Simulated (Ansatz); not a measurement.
# AlAu2: the cost of one run

Method: DFT PBE, scalar-relativistic, plane waves, PAW, in Ansatz 0.2.0.

## (1) The system as given

The structure is tetragonal, space group P4/nmm (No. 129). The conventional cell has a = 3.965 Å, b = 3.965 Å, c = 6.050 Å, α = 90.00°, β = 90.00°, γ = 90.00°. Around Al (site symmetry 4mm) lie 9 Au at 2.60 to 2.81 Å. Around Au (site symmetry -4m2) lie 8 Au at 2.57 to 2.80 Å and 4 Al at 2.69 Å. Au (site symmetry 4mm) is surrounded by 4 Au at 2.57 Å and 5 Al at 2.60 to 2.81 Å.

Structure file:

```cif
data_structure
_symmetry_space_group_name_H-M 'P4/nmm:1'
_symmetry_Int_Tables_number 129
_cell_length_a 3.9650
_cell_length_b 3.9650
_cell_length_c 6.0498
_cell_angle_alpha 90.000
_cell_angle_beta 90.000
_cell_angle_gamma 90.000
_cell_volume 95.11
loop_
_atom_site_label
_atom_site_type_symbol
_atom_site_symmetry_multiplicity
_atom_site_Wyckoff_symbol
_atom_site_fract_x
_atom_site_fract_y
_atom_site_fract_z
_atom_site_occupancy
Al1 Al 2 c 0.00000 0.50000 0.70000 1
Au1 Au 2 a 0.00000 0.00000 0.00000 1
Au2 Au 2 c 0.00000 0.50000 0.27000 1
```

This is candidate A: Cu2Sb type (P4/nmm, No. 129).

(A quick probe on a coarse mesh, which set the mesh and smearing, is not shown.)

## (3) Rough relaxation on the coarse mesh (candidate A)

File input.yaml:

```yaml
crystal:
  lattice:
    - [3.9650086348, 0.0, 0.0]
    - [0.0, 3.9650086348, 0.0]
    - [0.0, 0.0, 6.0498165317]
  atoms:
    - { symbol: Al, position: [0.0, 0.5, 0.7] }
    - { symbol: Al, position: [0.5, 0.0, 0.3] }
    - { symbol: Au, position: [0.0, 0.0, 0.0] }
    - { symbol: Au, position: [0.5, 0.5, 0.0] }
    - { symbol: Au, position: [0.0, 0.5, 0.27] }
    - { symbol: Au, position: [0.5, 0.0, 0.73] }
basis:
  ecutwfc: 420
kpoints:
  mp_grid: { grid: [4, 4, 4] }
hamiltonian:
  xc: pbe
scf:
  occupations: { method: gaussian, width: 0.1 }
  lower_state_search: "off"
output:
  forces: true
  stress: true
  eigenvalues: true
relax:
  adjacent_minimum: "off"
  f_tol: 0.04
  max_steps: 70
  cell: { stress_tol: 0.4 }
```

Started as:

```
> ansatz run input.yaml --threads 1 --pin off --max-ram 2560MiB --backend cpu --events-out ev --progress --plain --runs-dir out
```

**Question.** How long does this run take on 1 thread of INTEL XEON PLATINUM 8581C at 2.10GHz (Emerald Rapids), shared host, and how much memory does it need?

About 24 s, with a peak of 0.46 GiB.
